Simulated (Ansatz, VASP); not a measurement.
## Hf: VASP beside Ansatz

Contents of INCAR:

```
PREC = Accurate
ENCUT = 520
EDIFF = 1E-7
ISMEAR = 0
SIGMA = 0.15
LREAL = False
LASPH = True
NELM = 60
ALGO = Normal
ISIF = 2
LWAVE = False
LCHARG = False
GGA = PS
NBANDS = 11
```

KPOINTS

```
Automatic mesh
0
Gamma
  18 18 18
```

Contents of POSCAR:

```
Hf
1.0
   -1.7508500000      1.7508500000      1.7508500000
    1.7508500000     -1.7508500000      1.7508500000
    1.7508500000      1.7508500000     -1.7508500000
Hf
1
Direct
    0.0000000000      0.0000000000      0.0000000000
```

Input for Ansatz:

```yaml
crystal:
  lattice:
    - [-1.75085, 1.75085, 1.75085]
    - [1.75085, -1.75085, 1.75085]
    - [1.75085, 1.75085, -1.75085]
  atoms:
    - { symbol: Hf, position: [0.0, 0.0, 0.0] }
basis:
  ecutwfc: 420
kpoints:
  mp_grid: { grid: [18, 18, 18] }
hamiltonian:
  xc: pbesol
scf:
  occupations: { method: gaussian, width: 0.15 }
output:
  forces: true
  stress: true
  eigenvalues: true
```

Change from the starting cell: strain -0.030 along x and y, -0.030 along z, atoms carried along.

Alike in both runs: task single point; functional PBEsol; k mesh 18 × 18 × 18; occupations gaussian, width 0.15 eV; no spin polarisation.

|  | VASP | Ansatz |
| --- | --- | --- |
| version | VASP 6.6.1 | Ansatz 0.2.0 |
| potentials or method | VASP PAW PBE potentials, release 64 (Hf_pv) | scalar-relativistic, plane waves, PAW |
| plane-wave cutoff (eV) | 520 | 420 |
| valence electrons in the cell | 10 | 26 |

Ansatz gave:

```
gap on the k mesh at the Fermi level (eV) : none
pressure (GPa)                            : -0.9
```

What did VASP give for the same quantities?

gap on the k mesh at the Fermi level (eV): none; pressure (GPa): -1.2.

A gap of «none» marks a metal or a gap that the smearing closes. The two sets of potentials don't hold the same shells in valence.

Caveats: the PAW data sets were made with another functional, which shifts forces and pressure a little (VASP). The runs have no spin-orbit coupling, so splittings on Hf are missing.
